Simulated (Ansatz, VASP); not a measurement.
# GaN in VASP and in Ansatz

The input INCAR:

```
SYSTEM = GaN
ALGO     = Normal         ! electronic algorithm
EDIFF    = 1E-7           ! SCF threshold, eV
EDIFFG   = -0.01          ! ionic threshold
ENCUT    = 600            ! plane-wave cutoff, eV
IBRION   = 2              ! ionic algorithm
ISIF     = 3              ! what is computed and relaxed
ISMEAR   = -1             ! smearing method
LASPH    = .True.         ! aspherical terms in the spheres
LCHARG   = .False.        ! write CHGCAR
LMIXTAU  = .True.       
LREAL    = .False.        ! projectors in reciprocal space
LWAVE    = .False.        ! write WAVECAR
METAGGA  = R2SCAN         ! meta-GGA
NELM     = 60             ! most SCF steps
NSW      = 40             ! ionic steps
PREC     = Accurate       ! precision mode
SIGMA    = 0.05           ! smearing width, eV
```

KPOINTS

```
k-points
0
Gamma
  10 10 5
  0 0 0
```

The input POSCAR:

```
GaN
1.0
    3.1800000000      0.0000000000      0.0000000000
   -1.5900000000      2.7539607840      0.0000000000
    0.0000000000      0.0000000000      5.1660000000
Ga N
2 2
Direct
    0.6666666667      0.3333333333      0.5000000000
    0.3333333333      0.6666666667      0.0000000000
    0.6666666667      0.3333333333      0.8750000000
    0.3333333333      0.6666666667      0.3750000000
```

The input input.yaml:

```yaml
crystal:
  lattice:
    - [3.18, 0.0, 0.0]
    - [-1.59, 2.753960784, 0.0]
    - [0.0, 0.0, 5.166]
  atoms:
    - { symbol: Ga, position: [0.6666666667, 0.3333333333, 0.5] }
    - { symbol: Ga, position: [0.3333333333, 0.6666666667, 0.0] }
    - { symbol: "N", position: [0.6666666667, 0.3333333333, 0.875] }
    - { symbol: "N", position: [0.3333333333, 0.6666666667, 0.375] }
hamiltonian:
  xc: r2scan
  pseudopotentials: { kind: paw }
kpoints:
  mp_grid: { grid: [10, 10, 5] }
scf:
  occupations: { method: fermi_dirac, width: 0.05 }
output:
  forces: true
  stress: true
relax:
  f_tol: 0.01
  max_steps: 40
  cell: { stress_tol: 0.05 }
```

Alike in both runs: task relaxation of cell and atoms; functional r2SCAN; k mesh 10 × 10 × 5; occupations fermi-dirac, width 0.05 eV; no spin polarisation.

```csv
,VASP,Ansatz
version,VASP 6.6.1,Ansatz 0.2.0
potentials or method,"VASP PAW PBE potentials, release 64 (Ga_d, N)",Ansatz PAW
plane-wave cutoff (eV),600,500
valence electrons in the cell,36,36
```

Ansatz gave:

```
relaxed volume (Å³/atom)                                     : 11.37
relaxed cell length with the largest relative difference (Å) : 5.184
energy change over the relaxation (meV/atom)                 : -1
```

Q: Which values does VASP return?

A: Relaxed volume (Å³/atom): 11.44; relaxed cell length with the largest relative difference (Å): 5.196; energy change over the relaxation (meV/atom): -1.

Caveats: the PAW data sets were made with another functional, which shifts forces and pressure a little (VASP); odd divisions of the mesh miss points on the zone boundary, where band edges often lie, so the gap on the mesh can be too wide (Ansatz); the plane-wave basis is chosen anew once the cell has moved, so the energies of steps on either side of that aren't comparable (Ansatz); the PAW data sets come from PBE, with cores solved anew for the run's functional, which leaves a small shift of forces and pressure (Ansatz). Zero-point motion and thermal expansion aren't in these numbers. r2SCAN opens gaps a little over a GGA but as a rule still falls short of measured ones.
